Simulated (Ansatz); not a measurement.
**TiSe2 in the CdI2-type structure**

Computed with Ansatz (plane waves, PAW, 420 eV cutoff): PBE with spin–orbit coupling, two-component spinors, 12×12×6 k-mesh, Gaussian smearing of 0.05 eV. The datasets are Ansatz's generated set soft_2.

```xyz
3
Lattice="3.5431 0.0000 0.0000 -1.7716 3.0684 0.0000 0.0000 0.0000 6.6702" Properties=species:S:1:pos:R:3 pbc="T T T"
Ti    0.0000    0.0000    0.0000
Se    0.0000    2.0456    1.5466
Se    1.7716    1.0228    5.1237
```

The compound is reported in the structure type of the start.

The cell is relaxed to zero pressure at this level.

The cell has space group P-3m1 (read at 0.01 Å). In it the stress is 0.00, 0.00, 0.02, 0.00, 0.00, 0.00 GPa and the largest force component 0.000 eV/Å. Each change below starts from this cell, without further relaxation. Stress is in GPa, positive in compression, in the order xx, yy, zz, yz, xz, xy; energies are counted from the cell above and are free energies with the smearing's entropy, which match forces and stress in a metal.

Task: What happens when atom 1 (Ti) is moved by 0.02 Å along y?

Result: The energy changes by 0.4 meV per cell, and the force on it along the shift is -0.0427 eV/Å (−F/u = 2.14 eV/Å²). Stress: 0.01, -0.01, 0.04, 0.01, 0.00, 0.00.
```tsv
atom	Fx (eV/Å)	Fy	Fz
Ti1	0.000	-0.043	0.000
Se2	0.000	0.022	0.003
Se3	0.000	0.020	-0.003
```

Task: What stress follows from an engineering strain of 1 % in xy, atoms carried along?

Result: 0.01, -0.02, 0.03, 0.00, 0.15, -0.36 GPa; the energy changes by 0.8 meV per cell.
| atom | Fx (eV/Å) | Fy | Fz |
| --- | --- | --- | --- |
| Ti1 | 0.000 | 0.000 | 0.000 |
| Se2 | 0.022 | 0.000 | 0.002 |
| Se3 | -0.022 | 0.000 | -0.002 |
The change of the stress over the strain gives a clamped-atom stiffness of about 36 GPa for this component.

The structure is built of weakly bound layers, and this functional has no dispersion term, so their spacing and all that hangs on it (volume, the soft elastic constants, low modes, dielectric constants) are poorly given.
